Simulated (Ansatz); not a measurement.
# A defect in a wire: armchair graphene nanoribbon (N = 8, H edges), Mn in place of one C, part 3 of 4

What does the defect do to the conductance?

Ansatz 0.2.0; DFT PBE, plane waves, PAW; relaxation of a wire's period (the session's first sound run).

So far, conductance of the lead as this run defines it (G₀): step 3 (the perfect wire) 0.0142.

### 4. Relaxing the junction

This step: DFT PBE, plane waves, PAW; relaxation of a junction in a wire, ends held (Ansatz 0.2.0).

System of this step: armchair graphene nanoribbon (N = 8, H edges), Mn in place of one C. The cell holds 140 atoms: 111 C, 28 H and 1 Mn. Its edges and angles: a = 17.462 Å, b = 7.000 Å, c = 30.072 Å, α = 90.0°, β = 90.0°, γ = 90.0°. Regions: held atoms, 80 atoms (64 C and 16 H); free atoms, 60 atoms (47 C, 12 H and 1 Mn). Vacuum lies along a and b. The structure's axis is c.

60 atoms at the defect are free to relax, while 80 stay where the perfect wire has them, so that the ends still repeat as a lead.

File input.yaml:

```yaml
crystal:
  lattice:
    - [17.462, 0.0, 0.0]
    - [0.0, 7.0, 0.0]
    - [0.0, 0.0, 30.071896712]
  atoms:
    - { symbol: C, position: [0.254433467, 0.5, 0.001031198] }
    - { symbol: C, position: [0.393956977, 0.5, 0.999982844] }
    - { symbol: C, position: [0.535233135, 0.5, 8.789e-05] }
    - { symbol: C, position: [0.676546807, 0.5, 0.999911674] }
    - { symbol: C, position: [0.254433467, 0.5, 0.046587849] }
    - { symbol: C, position: [0.393956977, 0.5, 0.047636204] }
    - { symbol: C, position: [0.535233135, 0.5, 0.047531158] }
    - { symbol: C, position: [0.676546807, 0.5, 0.047707374] }
    - { symbol: H, position: [0.800420739, 0.5, 0.05535775] }
    - { symbol: H, position: [0.199555602, 0.5, 0.063689869] }
    - { symbol: C, position: [0.323429535, 0.5, 0.071340245] }
    - { symbol: C, position: [0.464743207, 0.5, 0.071516461] }
    - { symbol: C, position: [0.606019364, 0.5, 0.071411415] }
    - { symbol: C, position: [0.745542874, 0.5, 0.07245977] }
    - { symbol: C, position: [0.323429535, 0.5, 0.119135945] }
    - { symbol: C, position: [0.464743207, 0.5, 0.118959729] }
    - { symbol: C, position: [0.606019364, 0.5, 0.119064775] }
    - { symbol: C, position: [0.745542874, 0.5, 0.118016421] }
    - { symbol: H, position: [0.199555602, 0.5, 0.126786321] }
    - { symbol: H, position: [0.800420739, 0.5, 0.135118441] }
    - { symbol: C, position: [0.254433467, 0.5, 0.143888341] }
    - { symbol: C, position: [0.393956977, 0.5, 0.142839987] }
    - { symbol: C, position: [0.535233135, 0.5, 0.142945033] }
    - { symbol: C, position: [0.676546807, 0.5, 0.142768816] }
    - { symbol: C, position: [0.254433467, 0.5, 0.189444992] }
    - { symbol: C, position: [0.393956977, 0.5, 0.190493347] }
    - { symbol: C, position: [0.535233135, 0.5, 0.190388301] }
    - { symbol: C, position: [0.676546807, 0.5, 0.190564517] }
    - { symbol: H, position: [0.800420739, 0.5, 0.198214893] }
    - { symbol: H, position: [0.199555602, 0.5, 0.206547012] }
[... 104 atom lines left out ...]
    - { symbol: C, position: [0.323429535, 0.5, 0.976278803] }
    - { symbol: C, position: [0.464743207, 0.5, 0.976102587] }
    - { symbol: C, position: [0.606019364, 0.5, 0.976207633] }
    - { symbol: C, position: [0.745542874, 0.5, 0.975159278] }
    - { symbol: H, position: [0.199555602, 0.5, 0.983929178] }
    - { symbol: H, position: [0.800420739, 0.5, 0.992261298] }
magnetization:
  spin_polarized: true
kpoints:
  mp_grid: { grid: [1, 1, 1] }
scf:
  occupations: { method: fermi_dirac, width: 0.1 }
hamiltonian:
  xc: pbe
relax:
  constraints:
    - { sites: [0, 1, 2, 3, 4, 5, 6, 7, 8, 9, 10, 11, 12, 13, 14, 15, 16, 17, 18, 19, 20, 21, 22, 23, 24, 25, 26, 27, 28, 29, 30, 31, 32, 33, 34, 35, 36, 37, 38, 39, 100, 101, 102, 103, 104, 105, 106, 107, 108, 109, 110, 111, 112, 113, 114, 115, 116, 117, 118, 119, 120, 121, 122, 123, 124, 125, 126, 127, 128, 129, 130, 131, 132, 133, 134, 135, 136, 137, 138, 139] }
  f_tol: 0.04
  max_steps: 35
```

Launch:

```sh
$ ansatz run input.yaml --threads 16 --pin off --max-ram 61440MiB --backend cuda --events-out ev --progress --plain --runs-dir out --max-vram 78GiB
```

Numbers of over 12 decimals in the logs are rounded to 6 here.

What it wrote:

```text
[...]
GPU FFT provider: cuFFT
GPU libraries: cuBLAS 13.8.1, cuFFT 12.4.0, cuSOLVER 12.3.2
[...]
Crystal: 140 atoms, lattice volume = 3675.808 Å³
Basis set: ecut = 420 eV, 71977 PW (Γ), exchange–correlation on 240×96×432 points (8 copies of the dense FFT grid, shifted against one another)
Bands: 386, of which v1, the nominal top of the filled ones, is band 244 counted from 1 (243 counted from 0)
Symmetry: 1 space group operations
[...]
k-points: 1
[...]
Starting moments: Σ|m| = 4 μB on 1 of 140 sites
[...]
GPU buffer pool allocated for 1244160 grid points (all kernels)
[...]
SCF iter   1: F=—  HF=-32268.099670 eV  |F-HF|=—  |Δ(HF+E_count)|=         —  Δρ=4.15e-2 (↑3.91e-2 ↓4.15e-2)  dr2=2.18e2  dr2_m=6.88e0  M=1.196 μB ∫|m|=2.402 μB  β_m=0.30  ethr=3.10e-3  ⟨swp⟩=5.5  Hψ=3523  notcnv=0  defer=158
[...]
spin=Collinear: LDOS preconditioning applied to the charge; magnetization (m = ρ↑ − ρ↓) channel mixes plain (no charge-response kernel on spin).
SCF iter   2: F=—  HF=-32209.194251 eV  |F-HF|=—  |Δ(HF+E_count)|=    5.89e1  Δρ=2.73e-2 (↑2.34e-2 ↓2.73e-2)  dr2=7.24e1  dr2_m=4.13e0  M=1.080 μB ∫|m|=2.348 μB  β_m=0.30  ethr=3.10e-3  ⟨swp⟩=3.0  Hψ=1472  notcnv=0  defer=230
[...]
SCF iter   8: F=—  HF=-32185.699885 eV  |F-HF|=—  |Δ(HF+E_count)|=   4.35e-2  Δρ=2.09e-3 (↑1.97e-3 ↓2.09e-3)  dr2=6.14e-3  dr2_m=1.38e-1  M=1.344 μB ∫|m|=2.363 μB  β_m=0.30  ethr=1.55e-5  ⟨swp⟩=3.5  Hψ=988  notcnv=0  defer=226
[...]
spin-set hold released at iteration 8 (site moments contracting): the magnetisation degrees of freedom join the quasi-Newton model from the next iteration; the mixer history was flushed
SCF iter   9: F=—  HF=-32185.717647 eV  |F-HF|=—  |Δ(HF+E_count)|=   1.78e-2  Δρ=1.78e-3 (↑1.60e-3 ↓1.78e-3)  dr2=4.44e-3  dr2_m=9.54e-2  M=1.318 μB ∫|m|=2.339 μB  β_m=0.48  ethr=1.26e-6  ⟨swp⟩=2.0  Hψ=1378  notcnv=0  defer=226
[...]
SCF iter  18: F=-32185.759213 eV  HF=-32185.759213 eV  |F-HF|=1.73e-7  |Δ(HF+E_count)|=   1.81e-7  Δρ=4.38e-6 (↑4.38e-6 ↓4.18e-6)  dr2=8.36e-7  dr2_m=5.18e-7  M=0.994 μB ∫|m|=1.850 μB  ethr=9.39e-10  ⟨swp⟩=3.0  Hψ=1576  notcnv=0
SCF 1 converged in 18 iterations: F = -32185.759213 eV  dr2 = 8.36e-7
[...]
relax step   1: F+E_penalty+E_count = -32185.75921315 eV  Δ(F+E_penalty+E_count) = +0.000e0 eV  max|allowed force component| = 1.290e1 eV/Å  Δτ_max = 0.0000 Å  (18 SCF iters, dr2 threshold 4.00e-5 eV, accepted)
[...]
GPU FFT provider: cuFFT
GPU libraries: cuBLAS 13.8.1, cuFFT 12.4.0, cuSOLVER 12.3.2
[...]
Starting moments: Σ|m| = 4 μB on 1 of 140 sites; this step starts from the density that it was given
[...]
GPU buffer pool allocated for 1244160 grid points (all kernels)
[...]
SCF iter  12: F=-32188.631609 eV  HF=-32188.631613 eV  |F-HF|=3.78e-6  |Δ(HF+E_count)|=   2.21e-5  Δρ=9.34e-6 (↑4.70e-6 ↓9.34e-6)  dr2=6.74e-6  dr2_m=8.45e-7  M=1.523 μB ∫|m|=2.691 μB  ethr=3.16e-9  ⟨swp⟩=1.0  Hψ=1831  notcnv=0
SCF 2 converged in 12 iterations: F = -32188.631609 eV  dr2 = 6.74e-6
[...]
relax step   2: F+E_penalty+E_count = -32188.63160913 eV  Δ(F+E_penalty+E_count) = -2.872e0 eV  max|allowed force component| = 7.636e0 eV/Å  Δτ_max = 0.1788 Å  (12 SCF iters, dr2 threshold 1.00e-4 eV, accepted)
[...]
GPU FFT provider: cuFFT
GPU libraries: cuBLAS 13.8.1, cuFFT 12.4.0, cuSOLVER 12.3.2
[...]
GPU buffer pool allocated for 1244160 grid points (all kernels)
[...]
SCF iter   8: F=-32190.214096 eV  HF=-32190.214063 eV  |F-HF|=3.29e-5  |Δ(HF+E_count)|=   8.38e-5  Δρ=2.14e-5 (↑1.81e-5 ↓2.14e-5)  dr2=1.34e-5  dr2_m=1.11e-5  M=1.981 μB ∫|m|=3.197 μB  ethr=2.05e-8  ⟨swp⟩=1.5  Hψ=1962  notcnv=0
SCF 3 converged in 8 iterations: F = -32190.214096 eV  dr2 = 1.34e-5
[...]
relax step   3: F+E_penalty+E_count = -32190.21409627 eV  Δ(F+E_penalty+E_count) = -1.582e0 eV  max|allowed force component| = 2.806e0 eV/Å  Δτ_max = 0.1994 Å  (8 SCF iters, dr2 threshold 1.00e-4 eV, accepted)
[... from here on, the SCF cycles and remarks between the steps are left out ...]
relax step   4: F+E_penalty+E_count = -32190.52634796 eV  Δ(F+E_penalty+E_count) = -3.123e-1 eV  max|allowed force component| = 8.111e-1 eV/Å  Δτ_max = 0.2000 Å  (9 SCF iters, dr2 threshold 1.00e-4 eV, accepted)
relax step   5: F+E_penalty+E_count = -32190.62452399 eV  Δ(F+E_penalty+E_count) = -9.818e-2 eV  max|allowed force component| = 2.203e-1 eV/Å  Δτ_max = 0.2000 Å  (8 SCF iters, dr2 threshold 5.49e-5 eV, accepted)
relax step   6: F+E_penalty+E_count = -32190.66235084 eV  Δ(F+E_penalty+E_count) = -3.783e-2 eV  max|allowed force component| = 1.364e-1 eV/Å  Δτ_max = 0.2000 Å  (9 SCF iters, dr2 threshold 3.58e-6 eV, accepted)
relax step   7: F+E_penalty+E_count = -32190.68843855 eV  Δ(F+E_penalty+E_count) = -2.609e-2 eV  max|allowed force component| = 2.039e-1 eV/Å  Δτ_max = 0.1950 Å  (12 SCF iters, accepted)
relax step   8: F+E_penalty+E_count = -32190.70224642 eV  Δ(F+E_penalty+E_count) = -1.381e-2 eV  max|allowed force component| = 3.311e-1 eV/Å  Δτ_max = 0.1341 Å  (7 SCF iters, dr2 threshold 1.59e-5 eV, accepted)
relax step   9: F+E_penalty+E_count = -32190.72375436 eV  Δ(F+E_penalty+E_count) = -2.151e-2 eV  max|allowed force component| = 3.598e-1 eV/Å  Δτ_max = 0.1949 Å  (6 SCF iters, dr2 threshold 1.00e-4 eV, accepted)
relax step  10: F+E_penalty+E_count = -32190.74765461 eV  Δ(F+E_penalty+E_count) = -2.390e-2 eV  max|allowed force component| = 2.900e-1 eV/Å  Δτ_max = 0.1949 Å  (7 SCF iters, dr2 threshold 1.00e-4 eV, accepted)
relax step  11: F+E_penalty+E_count = -32190.76378487 eV  Δ(F+E_penalty+E_count) = -1.613e-2 eV  max|allowed force component| = 2.078e-1 eV/Å  Δτ_max = 0.1904 Å  (9 SCF iters, dr2 threshold 5.47e-5 eV, accepted)
relax step  12: F+E_penalty+E_count = -32190.77294574 eV  Δ(F+E_penalty+E_count) = -9.161e-3 eV  max|allowed force component| = 1.341e-1 eV/Å  Δτ_max = 0.1633 Å  (9 SCF iters, dr2 threshold 2.22e-5 eV, accepted)
relax step  13: F+E_penalty+E_count = -32190.77550074 eV  Δ(F+E_penalty+E_count) = -2.555e-3 eV  max|allowed force component| = 6.743e-2 eV/Å  Δτ_max = 0.0292 Å  (8 SCF iters, dr2 threshold 7.50e-6 eV, accepted)
[...]
atom   9  H     -0.00111747    -0.00000396    -0.00078845
  atom  10  H      0.00068947     0.00016372     0.00048687
  atom  11  C     -0.02007396    -0.00031477    -0.04887575
  atom  12  C      0.02572422    -0.00075880    -0.08188280
  atom  13  C      0.01434493     0.00014530    -0.00625424
  atom  14  C     -0.03352474    -0.00028521    -0.07236785
  atom  15  C     -0.02560631    -0.00015556     0.04748803
  atom  16  C      0.04136962    -0.00105654     0.07998785
  atom  17  C      0.01401708     0.00097491     0.01298435
  atom  18  C     -0.05052521     0.00024521     0.07305179
  atom  19  H      0.00110062     0.00055793    -0.00040785
  atom  20  H     -0.00094403     0.00034558     0.00127972
  atom  21  C      0.01685582     0.00205940    -0.05406674
  atom  22  C      0.00594906     0.00973536     0.00020123
  atom  23  C     -0.04081495     0.00315318    -0.08193126
  atom  24  C      0.02944383    -0.00132530    -0.10918928
  atom  25  C      0.04395954    -0.00770151     0.05682593
  atom  26  C      0.02379012    -0.00540619     0.00506938
  atom  27  C     -0.05360057     0.00254102     0.07665949
  atom  28  C      0.05225042    -0.01157253     0.10785396
  atom  29  H     -0.00158704     0.01025335    -0.00202120
  atom  30  H      0.00011427     0.00097005    -0.00009202
  atom  31  C     -0.03697314    -0.11954834    -0.07728584
  atom  32  C      0.02438047    -0.06531878    -0.13489595
  atom  33  C      0.01465779     0.00389254    -0.01304611
  atom  34  C     -0.04455372     0.01876650    -0.11810550
  atom  35  C     -0.03240277     0.19576116    -0.03615152
  atom  36  C      0.05090923     0.08185408    -0.02097870
  atom  37  C      0.01511492    -0.02115869    -0.06695486
  atom  38  C     -0.06295052    -0.04966094     0.09797074
  atom  39  H     -0.00881459    -0.03189473    -0.01320636
  atom  40  H     -0.00045694     0.01041254     0.01052636
[...]
atom 129  H     -0.00106691     0.00002735    -0.00075117
  atom 130  H      0.00087128     0.00057538     0.00052090
  atom 131  C     -0.00950955    -0.00113961    -0.03031384
  atom 132  C      0.03327056    -0.00023782    -0.07382835
  atom 133  C      0.02082631     0.00080374    -0.00721535
  atom 134  C     -0.03349217    -0.00045655    -0.06464474
  atom 135  C     -0.02549012     0.00019206     0.02899117
  atom 136  C      0.02222230    -0.00014592     0.07373618
  atom 137  C      0.00905113     0.00010936     0.01117523
  atom 138  C     -0.04038860    -0.00008243     0.06539579
  atom 139  H      0.00063603     0.00005505     0.00012625
  atom 140  H     -0.00108148     0.00011344     0.00123065
  max |Σ_I F_I| component: 4.23e-4 eV/Å
--- Relaxed structure (16 steps of the walk, 16 accepted, 0 SCFs on fresh bases) ---
  F+E_penalty+E_count = -32190.77772818 eV   max|allowed force component| = 3.010e-2 eV/Å
  atoms:
    - { symbol: C, position: [0.254433467, 0.5, 0.001031198] }
    - { symbol: C, position: [0.393957, 0.5, 0.999983] }
    - { symbol: C, position: [0.535233, 0.5, 8.789000000000001e-5] }
    - { symbol: C, position: [0.676547, 0.5, 0.999911674] }
    - { symbol: C, position: [0.254433467, 0.5, 0.046587849] }
    - { symbol: C, position: [0.393957, 0.5, 0.047636204] }
    - { symbol: C, position: [0.535233, 0.5, 0.047531] }
    - { symbol: C, position: [0.676547, 0.5, 0.047707] }
    - { symbol: H, position: [0.800421, 0.5, 0.05535775] }
    - { symbol: H, position: [0.199556, 0.5, 0.063689869] }
    - { symbol: C, position: [0.323430, 0.5, 0.071340245] }
    - { symbol: C, position: [0.464743, 0.5, 0.071516] }
    - { symbol: C, position: [0.606019364, 0.5, 0.071411415] }
    - { symbol: C, position: [0.745542874, 0.5, 0.07245977] }
    - { symbol: C, position: [0.323430, 0.5, 0.119135945] }
    - { symbol: C, position: [0.464743, 0.5, 0.118960] }
    - { symbol: C, position: [0.606019364, 0.5, 0.119065] }
    - { symbol: C, position: [0.745542874, 0.5, 0.118016421] }
    - { symbol: H, position: [0.199556, 0.5, 0.126786321] }
    - { symbol: H, position: [0.800421, 0.5, 0.135118441] }
    - { symbol: C, position: [0.254433467, 0.5, 0.143888341] }
    - { symbol: C, position: [0.393957, 0.5, 0.142839987] }
    - { symbol: C, position: [0.535233, 0.5, 0.142945033] }
    - { symbol: C, position: [0.676547, 0.5, 0.142768816] }
    - { symbol: C, position: [0.254433467, 0.5, 0.189445] }
    - { symbol: C, position: [0.393957, 0.5, 0.190493347] }
    - { symbol: C, position: [0.535233, 0.5, 0.190388] }
    - { symbol: C, position: [0.676547, 0.5, 0.190564517] }
    - { symbol: H, position: [0.800421, 0.5, 0.198214893] }
    - { symbol: H, position: [0.199556, 0.5, 0.206547012] }
    - { symbol: C, position: [0.323430, 0.5, 0.214197388] }
    - { symbol: C, position: [0.464743, 0.5, 0.214373604] }
    - { symbol: C, position: [0.606019364, 0.5, 0.214269] }
    - { symbol: C, position: [0.745542874, 0.5, 0.215316913] }
    - { symbol: C, position: [0.323430, 0.5, 0.261993088] }
    - { symbol: C, position: [0.464743, 0.5, 0.261816872] }
    - { symbol: C, position: [0.606019364, 0.5, 0.261921918] }
    - { symbol: C, position: [0.745542874, 0.5, 0.260874] }
    - { symbol: H, position: [0.199556, 0.5, 0.269643] }
    - { symbol: H, position: [0.800421, 0.5, 0.277975584] }
    - { symbol: C, position: [0.254453, 0.505314, 0.286641] }
    - { symbol: C, position: [0.393958, 0.503690, 0.285609] }
    - { symbol: C, position: [0.535150, 0.501238, 0.285669] }
    - { symbol: C, position: [0.676557, 0.498591, 0.285555] }
    - { symbol: C, position: [0.254594, 0.521433, 0.332063] }
    - { symbol: C, position: [0.394046, 0.515988, 0.333074] }
    - { symbol: C, position: [0.535061, 0.505076, 0.333136] }
    - { symbol: C, position: [0.676358, 0.495066, 0.333463] }
    - { symbol: H, position: [0.799930, 0.480005, 0.341202] }
    - { symbol: H, position: [0.199840, 0.525285, 0.349291] }
[...]
- { symbol: H, position: [0.201438, 0.614665, 0.409345] }
    - { symbol: H, position: [0.799361, 0.475201, 0.421033] }
[...]
- { symbol: H, position: [0.798928, 0.466850, 0.483764] }
    - { symbol: H, position: [0.200970, 0.643187, 0.489998] }
[...]
- { symbol: Mn, position: [0.301055, 0.618761, 0.556464] }
[...]
- { symbol: H, position: [0.199352, 0.333613, 0.558198] }
    - { symbol: H, position: [0.799350, 0.470027, 0.563607] }
[...]
- { symbol: H, position: [0.800002, 0.493855, 0.626611] }
    - { symbol: H, position: [0.207846, 0.370412, 0.641266] }
[...]
- { symbol: H, position: [0.199681, 0.505694, 0.698039] }
    - { symbol: H, position: [0.800318, 0.498743, 0.706425] }
[...]
- { symbol: H, position: [0.800421, 0.5, 0.769643464] }
    - { symbol: H, position: [0.199556, 0.5, 0.777975584] }
[...]
- { symbol: H, position: [0.199556, 0.5, 0.841072] }
    - { symbol: H, position: [0.800421, 0.5, 0.849404155] }
[...]
- { symbol: C, position: [0.254433467, 0.5, 0.903730706] }
    - { symbol: C, position: [0.393957, 0.5, 0.904779] }
    - { symbol: C, position: [0.535233, 0.5, 0.904674] }
    - { symbol: C, position: [0.676547, 0.5, 0.904850] }
    - { symbol: H, position: [0.800421, 0.5, 0.912500607] }
    - { symbol: H, position: [0.199556, 0.5, 0.920833] }
    - { symbol: C, position: [0.323430, 0.5, 0.928483102] }
    - { symbol: C, position: [0.464743, 0.5, 0.928659318] }
    - { symbol: C, position: [0.606019364, 0.5, 0.928554272] }
    - { symbol: C, position: [0.745542874, 0.5, 0.929603] }
    - { symbol: C, position: [0.323430, 0.5, 0.976278803] }
    - { symbol: C, position: [0.464743, 0.5, 0.976102587] }
    - { symbol: C, position: [0.606019364, 0.5, 0.976207633] }
    - { symbol: C, position: [0.745542874, 0.5, 0.975159] }
    - { symbol: H, position: [0.199556, 0.5, 0.983929178] }
    - { symbol: H, position: [0.800421, 0.5, 0.992261298] }
[key lines of the parts left out:]
SCF converged after 10 iterations
Magnetization: 2.1790 μB (244.5895 up, 242.4105 down)
Free energy (F): -32190.777728 eV
Fermi energy:    -0.722857 eV
```

The job ended after 27 s (1 × NVIDIA GB200 with 16 threads of Arm Neoverse V2, shared host; peak memory 2.2 GiB; 80 s of CPU time).

Relaxation path:

```
step  energy less that of the first step (eV)  largest force component (eV/Å)
   1                                   0.0000                         12.8982
   2                                  -2.8724                          7.6361
   3                                  -4.4549                          2.8065
   4                                  -4.7671                          0.8111
   5                                  -4.8653                          0.2203
   6                                  -4.9031                          0.1364
   7                                  -4.9292                          0.2039
   8                                  -4.9430                          0.3311
   9                                  -4.9645                          0.3598
  10                                  -4.9884                          0.2900
  11                                  -5.0046                          0.2078
  12                                  -5.0137                          0.1341
  13                                  -5.0163                          0.0674
  14                                  -5.0175                          0.0370
  15                                  -5.0181                          0.0381
  16                                  -5.0185                          0.0301
```

The atoms that moved most (Å):

```
atom      dx      dy      dz  length
 H79  -0.004  -1.165   0.085   1.168
 H70   0.025   1.002  -0.068   1.005
 H90   0.145  -0.907   0.185   0.937
 H59   0.033   0.803  -0.095   0.809
 C65   0.014   0.801  -0.067   0.804
 C61   0.010   0.675  -0.071   0.679
 C71   0.006   0.664  -0.085   0.670
 C81  -0.170  -0.598   0.068   0.625
```

This step gave:

```yaml
energy_at_zero_smearing: -32190.6652 eV
total_moment: 2.179 μB
absolute_moment: 3.206 μB
```

Site moment by element, in μB:

```
element  atoms  mean  spread (r.m.s.)  least  largest
      C    111  0.00             0.01  -0.04     0.01
      H     28  0.00             0.00   0.00     0.00
     Mn      1  1.86             0.00   1.86     1.86
```

The atoms farthest from the mean of their element:

```
atom        x, y, z (Å)  site moment (μB)
 C71  5.65, 4.16, 14.95             -0.04
 C82  6.91, 3.70, 17.22             -0.04
 C81  4.27, 2.90, 17.28             -0.03
 C86  6.88, 3.55, 18.63              0.01
 C66  6.89, 3.90, 14.30              0.01
 C76  8.11, 3.66, 16.47              0.01
 C65  4.46, 4.30, 14.22              0.01
 C55  5.65, 3.91, 12.15              0.01
```

The largest force component on a free atom ends at 0.030 eV/Å, under the limit of 0.04. Mn ends nearest to C at 1.82 Å, C at 1.84 Å, C at 1.84 Å and C at 2.49 Å; its sphere holds +1.86 μB. 5 atoms of the wire itself, hydrogen apart, moved by over 0.45 Å, up to 0.80 Å.

(Continued in part 4 of 4.)

[Logs are printed without paths, hosts, clocks, repeated set-up lines and the standing remarks that a program may print on its own settings, such as how far it seeks lower states.]

[Hosts, paths, dates, database ids (printed as entryN), source tags and the programs' standing remarks are cut or masked in the printed files.]
